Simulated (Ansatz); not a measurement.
# CdS (Greenockite) (P6_3mc) in Ansatz: a series of runs

The runs below take CdS (Greenockite) through single point, relaxation of cell and atoms, with PBE, BLYP+D3(BJ).

Program: Ansatz 0.2.0. These are calculated values, not measurements. Logs are shortened: lines on timing, memory, paths and dates and some standing lists are left out, and cuts for length are marked.

**Measured values to compare with.**

“Isotope dependence of band-gap energy”, 2008, arxiv:0807.2152 quotes, for a bulk crystal of CdS: band gap 2.5809 ± 0.0002 eV.

How close the calculation comes is told below.

## Step 1: The crystal as given

It takes space group P6_3mc (No. 186, hexagonal). The conventional cell has a = 4.150 Å, b = 4.150 Å, c = 6.737 Å, α = 90.00°, β = 90.00°, γ = 120.00°. Around Cd (site symmetry 3m) lie 4 S at 2.53 to 2.54 Å. S (site symmetry 3m) is surrounded by 4 Cd at 2.53 to 2.54 Å.

## Step 2: Single point, PBE

File input.yaml:

```yaml
crystal:
  lattice:
    - [4.15, 0.0, 0.0]
    - [-2.075, 3.5940054257, 0.0]
    - [0.0, 0.0, 6.737]
  atoms:
    - { symbol: Cd, position: [0.6666666667, 0.3333333333, 0.5] }
    - { symbol: Cd, position: [0.3333333333, 0.6666666667, 0.0] }
    - { symbol: S, position: [0.6666666667, 0.3333333333, 0.875] }
    - { symbol: S, position: [0.3333333333, 0.6666666667, 0.375] }
hamiltonian:
  xc: pbe
  pseudopotentials: { kind: paw }
kpoints:
  mp_grid: { grid: [7, 7, 4] }
scf:
  occupations: { method: gaussian, width: 0.012 }
output:
  forces: true
  stress: true
  eigenvalues: true
  write_density: true
  write_potential: true
  elf: true
  volumetric_format: npy
```

Potentials or basis: Ansatz PAW.

Launch:

```
$ ansatz run input.yaml --threads 2 --pin off --max-ram 5632MiB --backend cpu --events-out ev --progress --plain --runs-dir out
```

Standard output:

```text
Warning: RAYON_NUM_THREADS=2 ignored (pool sized by the plan → 2); use --threads N
Engine: ansatz 0.2.0, x86_64-unknown-linux-gnu
Pseudopotentials: kind: paw
Pseudopotential: Cd, paw, valence charge 20, recommended cutoff 420 eV (normal), Cd.paw.azcp
Pseudopotential: S, paw, valence charge 6, recommended cutoff 420 eV (normal), S.paw.azcp
Functional definition: PBE
  parameter kappa = 0.804
  parameter beta = 0.06672455060314922
  exchange = pbe_x(kappa = kappa, mu = beta*pi^2/3)
  correlation = pbe_c(beta = beta)
Crystal: 4 atoms, lattice volume = 100.483 Å³
Basis set: ecut = 420 eV, 1973 PW (Γ), exchange–correlation on 60×60×96 points (8 copies of the dense FFT grid, shifted against one another)
Bands: 32, of which v1, the nominal top of the filled ones, is band 26 counted from 1 (25 counted from 0)
Symmetry: 12 space group operations
Space group: P63mc (ITA 186), of the structure as read, at distance tolerance 4.6e-5 Å
k-points: 24 of 196 (time reversal used)
Non-local potential: Cd, projectors of the file, l = 0: 3, l = 1: 2, l = 2: 2, l = 3: 1
Non-local potential: S, projectors of the file, l = 0: 2, l = 1: 2, l = 2: 2
PAW form: soft (Blöchl's): semilocal exchange-correlation on the pseudo side does not see the compensation charge
PAW one-centre angular grid: Cd, 590 points (default); XC on 64 Gauss nodes
PAW one-centre angular grid: S, 110 points (default); XC on 64 Gauss nodes
Initial density: superposition of atomic densities (neutral atoms: chi_scale 0, normalization atom), corrected by the library's trained network
Initial wavefunctions: pseudopotential atomic-orbital guess
Functional: x = pbe(κ = 0.804, μ = 0.2195149727645171), c = pbe(β = 0.06672455060314922)
SCF iter   1: F=—  HF=-18315.636115 eV  |F-HF|=—  |Δ(HF+E_count)|=         —  Δρ=6.08e-4  dr2=4.52e-4  ethr=1.77e-3  ⟨swp⟩=6.2  Hψ=3174  notcnv=0
preconditioner: auto → Resta (q_TF=auto, 2.445 Å⁻¹)  ε∞=4.7  [insulator: Δε(μ)=1.190 eV  Ē_g=11.629 eV  σ=0.012 eV  W_gap=1.00  n_scr=22 (ndim 8)  ℏωp=22.2 eV  f_vac=0.131  D(μ)=0.00/eV (n_scr^D=0)  ε∞_Penn≈4.7]
SCF iter   2: F=—  HF=-18315.637655 eV  |F-HF|=—  |Δ(HF+E_count)|=   1.54e-3  Δρ=3.07e-4  dr2=1.15e-4  ethr=8.69e-7  ⟨swp⟩=2.8  Hψ=1742  notcnv=0  defer=28
SCF iter   3: F=—  HF=-18315.637720 eV  |F-HF|=—  |Δ(HF+E_count)|=   6.48e-5  Δρ=1.08e-4  dr2=9.49e-6  ethr=2.22e-7  ⟨swp⟩=2.0  Hψ=1147  notcnv=0  defer=28
SCF iter   4: F=—  HF=-18315.637818 eV  |F-HF|=—  |Δ(HF+E_count)|=   9.79e-5  Δρ=4.52e-5  dr2=1.93e-6  ethr=1.83e-8  ⟨swp⟩=2.2  Hψ=1150  notcnv=0  defer=28
SCF iter   5: F=—  HF=-18315.637822 eV  |F-HF|=—  |Δ(HF+E_count)|=   3.73e-6  Δρ=9.86e-6  dr2=1.25e-7  ethr=3.72e-9  ⟨swp⟩=2.0  Hψ=1160  notcnv=0  defer=28
SCF iter   6: F=-18315.637822 eV  HF=-18315.637822 eV  |F-HF|=1.16e-8  |Δ(HF+E_count)|=   1.89e-7  Δρ=3.46e-6  dr2=1.77e-8  ethr=1.92e-10  ⟨swp⟩=11.6  Hψ=5020  notcnv=0
SCF 1 converged in 6 iterations: F = -18315.637822 eV  dr2 = 1.77e-8
SCF converged after 6 iterations
Free energy (F): -18315.637822 eV
Harris-Foulkes:  -18315.637822 eV  (|F-HF|=1.16e-8)
Internal energy: -18315.637822 eV  (E = F + TS)
E sigma→0 (E₀):  -18315.637822 eV
Fermi energy:    7.329760 eV
--- Per-component energies (eV) ---
  E_band       = -1020.660845
  E_kinetic    = 1223.478138
  E_local      = -8071.791139  (includes V_loc(G=0)·N_el)
  E_nonlocal   = 124.357282
  E_hartree    = 3706.034892
  E_xc         = -547.680557
  E_vxc        = -618.076412  (∫ρ·V_xc dr)
  E_paw        = -9367.644244  (= ΣΔE_a)
  E_vpaw       = -1090.706024  (= ΣTr[D̂ρ^β])
  E_aug_tail   = 0.000032  (compensation charges beyond the density's cutoff)
  E_ewald      = -5382.392226
  E_smearing   = -0.000000  (= −TS)
  E_closure    = -0.000000  (closes the sum)
  Σ components = -18315.637822   (vs F -18315.637822, Δ=0.00e0)
--- Forces (eV/Å), atoms counted from 1 ---
  atom   1  Cd     0.00000000    -0.00000000    -0.06785653
  atom   2  Cd    -0.00000000     0.00000000    -0.06785653
  atom   3  S     -0.00000000    -0.00000000     0.06785355
  atom   4  S      0.00000000     0.00000000     0.06785355
  max |Σ_I F_I| component: 5.96e-6 eV/Å
--- Stress (GPa, compression-positive) ---
        1.860163       0.000000      -0.000000
        0.000000       1.860163      -0.000000
       -0.000000       0.000000       2.495873
  P = ⅓ Tr σ = 2.0721 GPa (20.721 kbar)
--- Band table (eV; the first three rows and the last of 24) ---
  k-point 0: bands = ["-94.5374", "-94.5374", "-55.6103", "-55.6103", "-55.6101", "-55.6101", "-55.6100", "-55.6094", "-5.5605", "-5.1338", "-0.9349", "-0.9129", "-0.9129", "-0.8272", "-0.8272", "-0.5139", "-0.5139", "-0.4247", "-0.4247", "-0.0901", "2.4050", "5.9765", "5.9765", "6.6889", "6.7317", "6.7317", "7.9277", "9.5228", "13.1915", "13.1915", "13.5174", "14.2897"]
  k-point 1: bands = ["-94.5374", "-94.5374", "-55.6102", "-55.6102", "-55.6102", "-55.6102", "-55.6099", "-55.6095", "-5.4965", "-5.1938", "-0.9037", "-0.9037", "-0.8890", "-0.8432", "-0.8432", "-0.4980", "-0.4980", "-0.4348", "-0.4348", "-0.3550", "3.0106", "5.6996", "6.0807", "6.0807", "6.6141", "6.6141", "8.8119", "9.5956", "13.0353", "13.2610", "13.2610", "13.7993"]
  k-point 2: bands = ["-94.5374", "-94.5374", "-55.6102", "-55.6102", "-55.6102", "-55.6102", "-55.6097", "-55.6097", "-5.3432", "-5.3432", "-0.8768", "-0.8768", "-0.8768", "-0.8768", "-0.7095", "-0.7095", "-0.4635", "-0.4635", "-0.4635", "-0.4635", "4.2853", "4.2853", "6.3408", "6.3408", "6.3408", "6.3408", "9.5729", "9.5729", "12.9037", "12.9037", "13.5392", "13.5392"]
  k-point 23: bands = ["-94.5374", "-94.5374", "-55.6106", "-55.6106", "-55.6104", "-55.6104", "-55.6096", "-55.6096", "-5.0507", "-5.0507", "-0.7538", "-0.7538", "-0.7194", "-0.7194", "-0.5344", "-0.5344", "-0.4719", "-0.4719", "0.0166", "0.0166", "2.8082", "2.8082", "4.5023", "4.5023", "5.6080", "5.6080", "11.0578", "11.0578", "12.7340", "12.7340", "13.2860", "13.2860"]
```

Run time: 5.9 s. Hardware: 2 threads of Intel Xeon at 2.50GHz (Skylake/Cascade Lake), shared host; peak memory 0.39 GiB.

What came out:

```
Free energy            : -18315.6378 eV
Pressure               : 2.1 GPa
Largest force          : 0.068 eV/Å
Band gap on the k mesh : 1.20 eV, direct
```

Forces in eV/Å, atoms in the order of the input:
```
Cd   0.000  0.000 -0.068
Cd   0.000  0.000 -0.068
S    0.000  0.000  0.068
S    0.000  0.000  0.068
```

Caveat: odd divisions of the mesh miss points on the zone boundary, where band edges often lie, so the gap on the mesh can be too wide.

## Step 3: Single point, PBE

input.yaml: that of step 2 with these lines changed.

```diff
@@ -16,3 +16,3 @@
 scf:
-  occupations: { method: gaussian, width: 0.012 }
+  occupations: { method: gaussian, width: 0.011 }
 output:
@@ -21,5 +21 @@
   eigenvalues: true
-  write_density: true
-  write_potential: true
-  elf: true
-  volumetric_format: npy
```

Potentials or basis: Ansatz PAW.

Launch:

```
$ ansatz run input.yaml --threads 2 --pin off --max-ram 5632MiB --backend cpu --events-out ev --progress --plain --runs-dir out
```

Wall time 8.7 s (2 threads of Intel Xeon at 2.50GHz (Skylake/Cascade Lake), shared host); peak memory 0.37 GiB.

Results (log left out):

```yaml
Free_energy: -18315.6378 eV
Pressure: 2.1 GPa
Largest_force: 0.068 eV/Å
Band_gap_on_the_k_mesh: 1.20 eV, direct
```

Forces in eV/Å, atoms in the order of the input:
```
Cd   0.000  0.000 -0.068
Cd   0.000  0.000 -0.068
S    0.000  0.000  0.068
S    0.000  0.000  0.068
```

Stress tensor (GPa, compression positive):
```
1.86 0.00 0.00
0.00 1.86 0.00
0.00 0.00 2.50
```

Levels at points of the mesh, in eV from the valence-band top:
| k point | band 22 | band 23 | band 24 | band 25 | band 26 | band 27 | band 28 | band 29 | band 30 | band 31 |
| --- | --- | --- | --- | --- | --- | --- | --- | --- | --- | --- |
| (0.00, 0.00, 0.00) | -0.76 | -0.76 | -0.04 | 0.00 | 0.00 | 1.20 | 2.79 | 6.46 | 6.46 | 6.79 |
| (0.00, 0.00, -0.50) | -2.45 | -0.39 | -0.39 | -0.39 | -0.39 | 2.84 | 2.84 | 6.17 | 6.17 | 6.81 |

Caveat: odd divisions of the mesh miss points on the zone boundary, where band edges often lie, so the gap on the mesh can be too wide.

## Step 4: Relaxation of cell and atoms, PBE

input.yaml: that of step 3 with these lines changed.

```diff
@@ -16,3 +16,3 @@
 scf:
-  occupations: { method: gaussian, width: 0.011 }
+  occupations: { method: fermi_dirac, width: 0.05 }
 output:
@@ -20,2 +20,5 @@
   stress: true
-  eigenvalues: true
+relax:
+  f_tol: 0.01
+  max_steps: 40
+  cell: { stress_tol: 0.05 }
```

Launch:

```
$ ansatz run input.yaml --threads 2 --pin off --max-ram 5632MiB --backend cpu --events-out ev --progress --plain --runs-dir out
```

It took 34 s on 2 threads of Intel Xeon at 2.50GHz (Skylake/Cascade Lake), shared host; peak memory 0.4 GiB.

It converged, with:

```
Free energy                            : -18315.6617 eV
Relaxed volume                         : 26.04 Å³/atom
Relaxed cell                           : a = 4.197 Å, b = 4.197 Å, c = 6.828 Å, α = 90.00°, β = 90.00°, γ = 120.00°
Space group after relaxing (to 0.05 Å) : P6_3mc (No. 186)
Energy gained by relaxing              : 6.0 meV/atom
Ionic steps                            : 5
Pressure after relaxing                : 0.0 GPa
Band gap on the k mesh                 : 1.11 eV
```

Step by step:
```tsv
step	energy change (eV)	largest force (eV/Å)	volume (Å³)
1	0.0000	0.0679	100.48
2	-0.0229	0.0276	104.17
3	-0.0230	0.0130	104.16
4	-0.0231	0.0000	104.15
5	-0.0239	0.0000	104.15
```

Final structure:
```xyz
4
Lattice="4.1968 0.0000 0.0000 -2.0984 3.6345 0.0000 0.0000 0.0000 6.8281" Properties=species:S:1:pos:R:3 pbc="T T T"
Cd    2.0984    1.2115    3.4085
Cd    0.0000    2.4230   -0.0055
S     2.0984    1.2115    5.9801
S     0.0000    2.4230    2.5661
```

Caveat: odd divisions of the mesh miss points on the zone boundary, where band edges often lie, so the gap on the mesh can be too wide; the plane-wave basis is chosen anew once the cell has moved, so the energies of steps on either side of that aren't comparable. PBE usually gives volumes a little too large and moduli too small.

## Step 5: Relaxation of cell and atoms, BLYP+D3(BJ)

input.yaml: that of step 4 with these lines changed.

```diff
@@ -11,4 +11,5 @@
 hamiltonian:
-  xc: pbe
+  xc: blyp
   pseudopotentials: { kind: paw }
+  dispersion: d3bj
 kpoints:
```

Launch:

```
$ ansatz run input.yaml --threads 2 --pin off --max-ram 5632MiB --backend cpu --events-out ev --progress --plain --runs-dir out
```

It took 22 s on 2 threads of Intel Xeon at 2.50GHz (Skylake/Cascade Lake), shared host; peak memory 0.4 GiB.

It converged, with:

| Property | Result |
| --- | --- |
| Free energy | -18358.7353 eV |
| Relaxed volume | 25.27 Å³/atom |
| Relaxed cell | a = 4.148 Å, b = 4.148 Å, c = 6.783 Å, α = 90.00°, β = 90.00°, γ = 120.00° |
| Space group after relaxing (to 0.05 Å) | P6_3mc (No. 186) |
| Energy gained by relaxing | 0.5 meV/atom |
| Ionic steps | 4 |
| Pressure after relaxing | 0.0 GPa |
| Band gap on the k mesh | 1.11 eV |

Forces on the atoms (eV/Å):
```
Cd   0.000  0.000 -0.002
Cd   0.000  0.000 -0.002
S    0.000  0.000  0.002
S    0.000  0.000  0.002
```

The path:
| step | energy change (eV) | largest force (eV/Å) | volume (Å³) |
| --- | --- | --- | --- |
| 1 | 0.0000 | 0.0628 | 100.48 |
| 2 | -0.0018 | 0.0120 | 101.12 |
| 3 | -0.0018 | 0.0022 | 101.10 |
| 4 | -0.0019 | 0.0022 | 101.10 |

Final structure:
```
Cd S
1.0
     4.14845    0.00000    0.00000
    -2.07423    3.59266    0.00000
     0.00000    0.00000    6.78325
Cd S
2 2
Direct
  0.66667 0.33333 0.50001
  0.33333 0.66667 0.00001
  0.66667 0.33333 0.87499
  0.33333 0.66667 0.37499
```

Caveat: odd divisions of the mesh miss points on the zone boundary, where band edges often lie, so the gap on the mesh can be too wide; the plane-wave basis is chosen anew once the cell has moved, so the energies of steps on either side of that aren't comparable; the PAW data sets come from PBE, with cores solved anew for the run's functional, which leaves a small shift of forces and pressure. Zero-point motion and thermal expansion aren't in these numbers.

## Step 6: Overview

```tsv
task	level	cell	smearing	gap on the mesh (eV)	pressure (GPa)	relaxed volume (Å³/atom)	largest force (eV/Å)
single point	PBE	as given	gaussian 0.012 eV	1.20	2.1	-	0.07
single point	PBE	as given	gaussian 0.011 eV	1.20	2.1	-	0.07
relaxation of cell and atoms	PBE	relaxed	fermi-dirac 0.05 eV	1.11	0.0	26.04	-
relaxation of cell and atoms	BLYP+D3(BJ)	relaxed	fermi-dirac 0.05 eV	1.11	0.0	25.27	-
```

Alike in all rows: potentials or basis Ansatz PAW; no spin polarisation; k mesh 7 × 7 × 4; cutoff (eV) 420.

Caveats: odd divisions of the mesh miss points on the zone boundary, where band edges often lie, so the gap on the mesh can be too wide; the plane-wave basis is chosen anew once the cell has moved, so the energies of steps on either side of that aren't comparable (some runs); the PAW data sets come from PBE, with cores solved anew for the run's functional, which leaves a small shift of forces and pressure (some runs).

Total energies depend on the potentials used, so only differences within one code and one set of settings carry meaning.

## Step 7: Against experiment

Step 2. A measured gap of CdS is 2.5809 eV (quoted in “Isotope dependence of band-gap energy”, 2008, arxiv:0807.2152); the calculated 1.20 eV misses it by -1.38 eV. So large a miss can be the level of theory's own, or it may mean another phase, state or a wrong row. Spin-orbit coupling on Cd is left out. The value is that of PBE, without temperature or zero-point motion. Semilocal functionals fall short of measured gaps as a rule.

Step 3. Measured gap of CdS: 2.5809 eV (quoted in “Isotope dependence of band-gap energy”, 2008, arxiv:0807.2152). This calculation gives 1.20 eV (-1.38 eV). So large a miss can be the level of theory's own, or it may mean another phase, state or a wrong row. Spin-orbit coupling on Cd is left out. The value is that of PBE, without temperature or zero-point motion. Semilocal functionals fall short of measured gaps as a rule.
